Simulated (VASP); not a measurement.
Write the native input for VASP 6.6.1 that does the following.

- Task: single point
- Functional: PBE
- Potentials or basis: VASP PAW PBE potentials, release 64 (Ga_d, P)
- Cutoff: 520 eV
- k mesh: 8 × 8 × 8
- Occupations: gaussian, width 0.015 eV
- Spin: no spin polarisation
- Further INCAR settings: ALGO = Fast; EDIFF = 1e-06; NBANDS = 16

The structure of GaP lies in POSCAR:

```
GaP
1.0
    0.0000000000      2.7252500000      2.7252500000
    2.7252500000      0.0000000000      2.7252500000
    2.7252500000      2.7252500000      0.0000000000
Ga P
1 1
Direct
    0.0000000000      0.0000000000      0.0000000000
    0.7500000000      0.7500000000      0.7500000000
```

One way to write it, as run:

INCAR

```
SYSTEM = GaP
PREC     = Accurate       ! precision mode
ENCUT    = 520            ! plane-wave cutoff, eV
EDIFF    = 1E-6           ! SCF threshold, eV
ISMEAR   = 0              ! smearing method
SIGMA    = 0.015          ! smearing width, eV
LREAL    = .FALSE.        ! projectors in reciprocal space
LASPH    = .TRUE.         ! aspherical terms in the spheres
NELM     = 100            ! most SCF steps
ALGO     = Fast           ! electronic algorithm
ISIF     = 2              ! what is computed and relaxed
LWAVE    = .FALSE.        ! write WAVECAR
LCHARG   = .FALSE.        ! write CHGCAR
GGA      = PE             ! functional
NBANDS   = 16             ! bands
```

KPOINTS

```
regular mesh
0
G
  8 8 8
  0 0 0
```

Potentials or basis: VASP PAW PBE potentials, release 64 (Ga_d, P).

Run with:

```bash
$ cat potpaw_PBE.64/Ga_d/POTCAR potpaw_PBE.64/P/POTCAR > POTCAR
$ mpirun -np 1 vasp_std > vasp.out
```

Results of the run:

The pressure is 2.4 GPa. The band gap on the k mesh is 1.64 eV, indirect (least direct gap 1.83 eV).

Wall time 16 s on 1 thread of Intel(R) Xeon(R) Platinum 8488C (Sapphire Rapids) (shared host), peak memory 0.16 GiB.
